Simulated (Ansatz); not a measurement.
NaCl (h-MgO type), relaxed with r2SCAN, was run in Ansatz 0.2.0 under altered settings. All numbers are computed, without spin polarisation but where a row says otherwise.

```
Na Cl
1.0
     4.72106    0.00000    0.00000
    -2.36053    4.08855    0.00000
     0.00000    0.00000    5.56977
Na Cl
2 2
Direct
  0.33333 0.66667 0.25000
  0.66667 0.33333 0.75000
  0.66667 0.33333 0.25000
  0.33333 0.66667 0.75000
```

The base run's other keys:
```yaml
kpoints:
  mp_grid: { grid: [6, 6, 2] }
hamiltonian:
  xc: hse06
scf:
  occupations: { method: fixed }
  n_extra_bands: 5
```

It takes 10 iterations with 2089 plane waves at 420 eV and 14 k points, and leaves a mean stress of +0.44 GPa. The gap over this mesh is 6.134 eV. It ran on 4 threads of Arm Neoverse V2, on a shared host.

Outcomes, with energy and stress as changes against the base:
```
                                               setting    outcome  ΔF (meV/atom)  Δ mean stress (GPa)  gap on the mesh (eV)  iterations  wall time
         hamiltonian.xc: r2scan50 (cutoff then 500 eV)  converged              –                 -0.7                 8.935          16       21 s
             PBE hybrid, exx coeff 0.35, omega 0.3 1/Å  converged              –                 -0.1                 6.326          11       12 s
hamiltonian.pseudopotentials: nc (cutoff then 1197 eV)  converged              –                  0.0                 6.152          11    2.3 min
```
A dash marks a value that wasn't obtained or can't be compared. Stress is positive in compression. The base took 9.8 s. The base's mesh is coarse for a hybrid, so its own values aren't converged.

- hamiltonian.xc: r2scan50. The cutoff follows the functional, from 420 to 500 eV. The mean stress moves by -0.7 GPa and the gap on the mesh by +2.800 eV (to 8.935). It's another functional on the same cell, so totals aren't comparable.
- PBE hybrid, exx coeff 0.35, omega 0.3 1/Å. That is 35 % exact exchange, screened with ω = 0.3 1/Å, against HSE06's 25 % screened at 0.208 1/Å. The mean stress moves by -0.1 GPa and the gap on the mesh by +0.191 eV (to 6.326). Totals of different functionals aren't comparable.
- hamiltonian.pseudopotentials: nc. Another set of potentials replaces the default one; the cutoff becomes 1197 eV and the cell holds 32 electrons (base 32). The mean stress moves by 0.0 GPa and the gap on the mesh by +0.018 eV (to 6.152). Totals and absolute levels hang on the potentials; gap and stress can be compared.

The program warns that its thresholds are loose for a hybrid's stress.

The meshes of the hybrids are coarse, so their gaps aren't converged to the digits shown.
